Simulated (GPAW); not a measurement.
## ZnSe (Stilleite): dielectric tensor with LDA

**What was measured.**

A printed reference work, textbook reports, for a bulk crystal of ZnSe: high-frequency dielectric constant 5.9.

The system is ZnSe (Stilleite).

```
Se Zn
1.0
     0.00000    2.81478    2.81478
     2.81478    0.00000    2.81478
     2.81478    2.81478    0.00000
Se Zn
1 1
Direct
  0.75000 0.75000 0.75000
  0.00000 0.00000 0.00000
```

* Program: GPAW 26.7.0
* Task: dielectric tensor
* Functional: LDA
* Potentials or basis: the program's PAW data sets (release 1.2.1) made for this functional
* Cutoff: 500 eV
* Basis: pw
* k mesh: 7 × 7 × 7
* Occupations: fermi-dirac, width 0.001 eV
* Spin: no spin polarisation
* Response ecut: 80 eV
* Maxiter: 150
* Response k mesh: 20 × 20 × 20
* Response bands: 29
* Kernels: ["RPA"]
* Coarser k mesh: 20 × 20 × 20

```json
{
  "Band gap on the k mesh": "1.13 eV, direct",
  "Electronic dielectric tensor (diagonal)": "7.24"
}
```

Electronic dielectric tensor:
```
7.24 0.00 0.00
0.00 7.24 0.00
0.00 0.00 7.24
```

Wall time 4.7 min on 1 thread of Arm Neoverse V1, with other jobs on the host, peak memory 0.51 GiB.

The gap isn't set beside the measured one, since this odd mesh misses points on the zone boundary. Measured high-frequency dielectric constant of ZnSe: 5.9 (a printed reference work, textbook). This calculation gives 7.24 (+22.8 %).

Caveat: the long-wavelength limit can be off by several per cent where d states take part.
